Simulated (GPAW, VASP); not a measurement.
Given: the input of a run of GPAW 26.7.0 (ASE script) on PbS (Galena). 

File run.py:

```python
from ase.dft.bandgap import bandgap
from ase.io import read, write
from ase.units import Bohr, GPa
from gpaw import GPAW, PW
from gpaw.elf import elf_from_dft_calculation

atoms = read('POSCAR')

calc = GPAW(mode=PW(600),
            xc='PBE',
            kpts={'size': (8, 8, 8), 'gamma': True},
            occupations={'name': 'methfessel-paxton', 'order': 0, 'width': 0.026000000000000002},
            nbands=19,
            convergence={'density': 1e-05, 'energy': 1e-05},
            maxiter=150,
            txt='gpaw.txt')
atoms.calc = calc
energy = atoms.get_potential_energy()
forces = atoms.get_forces()
stress = atoms.get_stress()
calc.write('gs.gpw')
write('result.traj', atoms)
print(f'Energy: {energy:.6f} eV')
print('Forces (eV/A):')
print(forces.round(4))
print('Stress (GPa):', (stress / GPa).round(3))
print('Fermi level:', round(calc.get_fermi_level(), 4), 'eV')
print(f'Gap: {bandgap(calc)[0]:.4f} eV, direct: {bandgap(calc, direct=True)[0]:.4f} eV')

# fields on the real-space grid
write('density.cube', atoms, data=calc.get_pseudo_density() * Bohr**3)
write('potential.cube', atoms, data=calc.get_electrostatic_potential())
write('elf.cube', atoms, data=elf_from_dft_calculation(calc).data)
```

Contents of POSCAR:

```
PbS
1.0
    0.0000000000      2.9657500000      2.9657500000
    2.9657500000      0.0000000000      2.9657500000
    2.9657500000      2.9657500000      0.0000000000
Pb S
1 1
Direct
    0.0000000000      0.0000000000      0.0000000000
    0.5000000000      0.5000000000      0.5000000000
```

Potentials or basis: GPAW PAW data sets (gpaw-data 1.2.1), pw.

Launch:

```console
$ OMP_NUM_THREADS=1 python run.py
```

Question: Set up the same calculation for VASP 6.6.1. Potentials or basis there: PBE PAW files Pb_d, S, 520 eV.

Answer: As run (cutoffs and basis follow the program's own potentials, and thresholds, step limits or extra output files can differ):

INCAR

```
SYSTEM = PbS
PREC = Accurate
ENCUT = 520
EDIFF = 1E-6
ISMEAR = 0
SIGMA = 0.026000000000000002
LREAL = .False.
LASPH = .True.
NELM = 80
ALGO = Fast
ISIF = 2
LWAVE = .False.
LCHARG = .False.
GGA = PE
```

Contents of KPOINTS:

```
regular mesh
0
Gamma
  8 8 8
  0 0 0
```

POSCAR

```
PbS
1.0
    0.0000000000      2.9657500000      2.9657500000
    2.9657500000      0.0000000000      2.9657500000
    2.9657500000      2.9657500000      0.0000000000
Pb S
1 1
Direct
    0.0000000000      0.0000000000      0.0000000000
    0.5000000000      0.5000000000      0.5000000000
```

Potentials or basis: VASP PAW PBE potentials, release 64 (Pb_d, S).

Launch:

```sh
$ cat potpaw_PBE.64/Pb_d/POTCAR potpaw_PBE.64/S/POTCAR > POTCAR
$ mpirun -np 1 vasp_std > vasp.out
```

Both were run:

|  | GPAW | VASP |
| --- | --- | --- |
| Pressure | 2.0 GPa | 2.2 GPa |

Pressure is positive in compression.
